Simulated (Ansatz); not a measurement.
Band table of CdTe (rocksalt type)

```
Cd Te
1.0
     0.00000    2.42976    2.42976
     2.42976    0.00000    2.42976
     2.42976    2.42976    0.00000
Cd Te
1 1
Cartesian
  0.0000 0.0000 0.0000
  2.4298 2.4298 2.4298
```

The cell comes from a relaxation on PAW files under the same functional, begun from a prototype that needn't be the stable phase.

Computed with Ansatz 0.2.0; functional LDA, scalar-relativistic. Settings: a Γ-centred 13×13×13 k mesh, Fermi–Dirac smearing of 0.05 eV, no spin polarisation. Methods: LAPW: all electrons, basis error target 1 meV/atom.

This run: volume at 0.55 of the series' base cell.

Spin–orbit coupling is left out, which matters for the heavy atoms.

Path points, in fractions of the reciprocal vectors: Γ (0.000, 0.000, 0.000), X (0.500, 0.000, 0.500), U (0.625, 0.250, 0.625), K (0.375, 0.375, 0.750), L (0.500, 0.500, 0.500), W (0.500, 0.250, 0.750). The distance column jumps between branches of the path. Levels in eV from the Fermi level; bands 19 to 31, counted from the lowest band of the run. The gap is zero, the pressure 160.2 GPa.

```
# k(1/Å) point b19 b20 b21 b22 b23 b24 b25 b26 b27 b28 b29 b30 b31
0.000 Γ -18.88 -12.16 -12.16 -12.16 -12.11 -12.11 -1.72 -1.72 -1.72 4.83 5.88 7.48 7.48
0.162 - -18.77 -12.21 -12.18 -12.15 -12.15 -12.10 -1.88 -1.88 -1.88 4.58 6.39 7.36 7.36
0.323 - -18.47 -12.46 -12.24 -12.12 -12.12 -12.07 -2.32 -2.32 -2.25 4.09 5.39 7.41 7.41
0.485 - -18.00 -12.77 -12.32 -12.05 -12.05 -12.02 -2.98 -2.98 -2.69 3.07 3.62 7.85 7.85
0.646 - -17.44 -12.96 -12.42 -11.97 -11.94 -11.94 -3.75 -3.75 -3.27 0.99 3.24 8.67 8.67
0.808 - -16.94 -12.82 -12.51 -11.92 -11.79 -11.79 -4.52 -4.52 -4.23 -0.51 2.95 9.78 9.78
0.970 - -16.63 -12.59 -12.20 -11.88 -11.62 -11.62 -5.72 -5.18 -5.18 -1.27 2.75 11.06 11.06
1.131 - -16.51 -12.64 -11.85 -11.48 -11.48 -11.15 -7.38 -5.64 -5.64 -1.56 2.63 11.78 12.28
1.293 X -16.49 -12.66 -11.83 -11.43 -11.43 -10.32 -8.42 -5.81 -5.81 -1.64 2.60 11.72 12.81
1.350 - -16.48 -12.66 -11.85 -11.45 -11.43 -10.28 -8.43 -5.91 -5.78 -1.54 2.63 11.68 12.73
1.407 - -16.46 -12.66 -11.89 -11.53 -11.43 -10.16 -8.44 -6.19 -5.68 -1.28 2.74 11.58 12.50
1.464 - -16.42 -12.66 -11.95 -11.63 -11.44 -9.99 -8.47 -6.57 -5.53 -0.92 2.94 11.42 12.16
1.522 - -16.36 -12.66 -12.04 -11.75 -11.45 -9.78 -8.53 -6.99 -5.32 -0.55 3.24 11.22 11.74
1.579 - -16.29 -12.66 -12.13 -11.86 -11.47 -9.54 -8.65 -7.37 -5.06 -0.21 3.65 11.00 11.28
1.636 - -16.21 -12.67 -12.24 -11.96 -11.49 -9.29 -8.87 -7.64 -4.77 0.08 4.17 10.75 10.79
1.693 - -16.13 -12.69 -12.35 -12.06 -11.51 -9.20 -9.01 -7.79 -4.43 0.33 4.79 10.28 10.50
1.750 U -16.03 -12.72 -12.46 -12.15 -11.54 -9.57 -8.72 -7.84 -4.06 0.53 5.48 9.78 10.24
2.542 K -16.03 -12.72 -12.46 -12.15 -11.54 -9.57 -8.72 -7.84 -4.06 0.53 5.48 9.78 10.24
2.713 - -15.80 -12.94 -12.73 -12.35 -11.62 -10.59 -7.76 -7.74 -2.82 1.03 7.69 8.29 8.46
2.885 - -15.85 -13.21 -12.90 -12.46 -11.73 -11.17 -7.40 -6.69 -1.47 1.56 6.67 6.94 8.81
3.056 - -16.38 -13.15 -12.94 -12.48 -11.83 -11.46 -6.80 -5.56 -0.19 2.26 5.15 5.79 8.44
3.228 - -17.14 -12.86 -12.84 -12.44 -11.94 -11.67 -5.92 -4.40 0.49 3.22 4.46 4.92 8.06
3.399 - -17.86 -12.64 -12.55 -12.35 -12.03 -11.85 -4.79 -3.32 0.04 4.39 4.39 5.17 7.79
3.570 - -18.41 -12.39 -12.31 -12.26 -12.10 -12.00 -3.49 -2.45 -0.82 4.29 5.65 6.60 7.61
3.742 - -18.76 -12.19 -12.19 -12.18 -12.14 -12.10 -2.28 -1.90 -1.48 4.58 6.26 7.33 7.51
3.913 Γ -18.88 -12.16 -12.16 -12.16 -12.11 -12.11 -1.72 -1.72 -1.72 4.83 5.88 7.48 7.48
4.053 - -18.80 -12.18 -12.17 -12.17 -12.12 -12.12 -2.20 -1.65 -1.65 4.64 6.20 7.42 7.42
4.193 - -18.57 -12.27 -12.27 -12.24 -12.08 -12.08 -3.34 -1.45 -1.45 4.19 6.67 6.98 6.98
4.333 - -18.18 -12.44 -12.44 -12.34 -12.01 -12.01 -4.76 -1.15 -1.15 3.60 6.15 6.15 6.91
4.473 - -17.66 -12.63 -12.63 -12.48 -11.92 -11.92 -6.21 -0.78 -0.78 2.98 5.22 5.22 6.99
4.613 - -17.01 -12.82 -12.82 -12.70 -11.83 -11.83 -7.54 -0.37 -0.37 2.43 4.34 4.34 7.00
4.753 - -16.28 -13.01 -12.96 -12.96 -11.75 -11.75 -8.63 0.03 0.03 2.00 3.57 3.57 6.99
4.893 - -15.55 -13.45 -13.06 -13.06 -11.69 -11.69 -9.34 0.37 0.37 1.72 3.00 3.00 6.98
5.033 L -15.15 -13.74 -13.09 -13.09 -11.68 -11.68 -9.58 0.52 0.52 1.63 2.78 2.78 6.98
5.147 - -15.20 -13.70 -13.07 -13.02 -11.67 -11.66 -9.57 -0.36 0.08 2.07 2.93 3.35 7.35
5.262 - -15.33 -13.58 -13.02 -12.83 -11.66 -11.58 -9.54 -1.65 -0.92 2.40 3.19 4.69 8.33
5.376 - -15.49 -13.39 -12.93 -12.63 -11.65 -11.40 -9.47 -2.93 -2.09 2.77 3.45 6.21 9.66
5.490 - -15.65 -13.19 -12.80 -12.50 -11.62 -11.05 -9.34 -4.14 -3.31 3.24 3.72 7.67 9.01
5.604 - -15.78 -13.01 -12.65 -12.44 -11.58 -10.53 -9.13 -5.28 -4.49 3.81 4.03 8.06 8.37
5.719 - -15.88 -12.86 -12.52 -12.43 -11.51 -9.90 -8.79 -6.34 -5.58 4.39 4.46 7.25 7.79
5.833 - -15.94 -12.77 -12.46 -12.44 -11.45 -9.20 -8.31 -7.30 -6.54 4.74 5.19 6.61 6.95
5.947 W -15.96 -12.73 -12.44 -12.44 -11.43 -8.66 -7.91 -7.91 -7.11 4.93 5.76 6.32 6.32
6.028 - -15.98 -12.69 -12.51 -12.35 -11.43 -8.65 -8.30 -7.52 -7.08 4.07 5.56 6.64 7.14
6.109 - -16.05 -12.58 -12.56 -12.24 -11.43 -8.68 -8.63 -7.15 -7.01 2.94 4.85 7.84 8.00
6.190 - -16.15 -12.60 -12.42 -12.11 -11.43 -9.06 -8.58 -6.87 -6.80 1.84 4.21 8.88 9.04
6.271 - -16.25 -12.63 -12.24 -11.96 -11.43 -9.41 -8.54 -6.68 -6.47 0.80 3.66 9.77 10.19
6.351 - -16.35 -12.64 -12.08 -11.79 -11.43 -9.74 -8.49 -6.42 -6.20 -0.12 3.21 10.60 11.25
6.432 - -16.43 -12.65 -11.95 -11.63 -11.43 -10.03 -8.45 -6.14 -5.99 -0.90 2.88 11.28 12.11
6.513 - -16.47 -12.66 -11.86 -11.49 -11.43 -10.24 -8.43 -5.91 -5.85 -1.44 2.67 11.63 12.67
6.594 X -16.49 -12.66 -11.83 -11.43 -11.43 -10.32 -8.42 -5.81 -5.81 -1.64 2.60 11.72 12.81
```
